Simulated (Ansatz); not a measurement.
A 3-atom cell of Li2Se started from a crystallographic database, relaxed with r2SCAN in the PAW code Ansatz: it is cubic, Fm-3m (No. 225); conventional cell a = 5.987 Å, 17.88 Å³ an atom. Li is surrounded by 4 Se at 2.59 Å; Se is surrounded by 8 Li at 2.59 Å. The primitive cell holds 3 atoms in 53.65 Å³. (Simulation; no magnetic order is allowed.)

Computed values: r2SCAN gives 3.48 eV and r2SCAN0 (25 %) 4.78 eV. Without spin-orbit coupling PBE's valence top is a threefold level at Γ and the gap is 2.974 eV; with it the level splits into four states above two, Δ₀ = 0.387 eV apart. HSE06+SOC (4×4×4) gives a least gap of 3.68 eV and a least direct gap of 4.25 eV. r2SCAN's ε∞ is 4.00.

**What is the density?** The cell holds 2 Li, 1 Se: M = 2×6.940 + 1×78.971 = 92.85 u in V = 53.65 Å³. ρ = 1.66054 × M/V = 1.66054 × 92.85/53.65 = 2.874 g/cm³, for the static r2SCAN lattice.

**Interpolate to r2SCANh, with 10 % exact exchange.** 3.48 + (4.78 − 3.48) × 0.10/0.25 = 4.00 eV; the run gives 4.00 eV (0.00 eV against the interpolation).

**If the centre of gravity stays and the conduction band doesn't move, what gap follows with spin-orbit coupling?** The fourfold level rises by Δ₀/3 = 0.129 eV and the twofold one falls by 2Δ₀/3, so E_g ≈ 2.974 − 0.129 = 2.845 eV. The PBE+SOC run gives 2.847 eV, +0.002 eV from the estimate.

**At what wavelength does absorption set in by HSE06+SOC, excitons left aside?** λ = 1239.84 eV nm/E: 337 nm for the least gap, where it needs phonons and is weak, and 292 nm for direct transitions. That lies in the ultraviolet, so by this gap the crystal is transparent to visible light.

**What refractive index and reflectivity at normal incidence follow, below the gap and above the phonons?** n = √4.00 = 2.000; R = ((n − 1)/(n + 1))² = (1.000/3.000)² = 11.1 % a face.

Only the levels marked +SOC include spin-orbit coupling.

The meshes of the hybrids are coarse, so their gaps aren't converged to the digits shown.
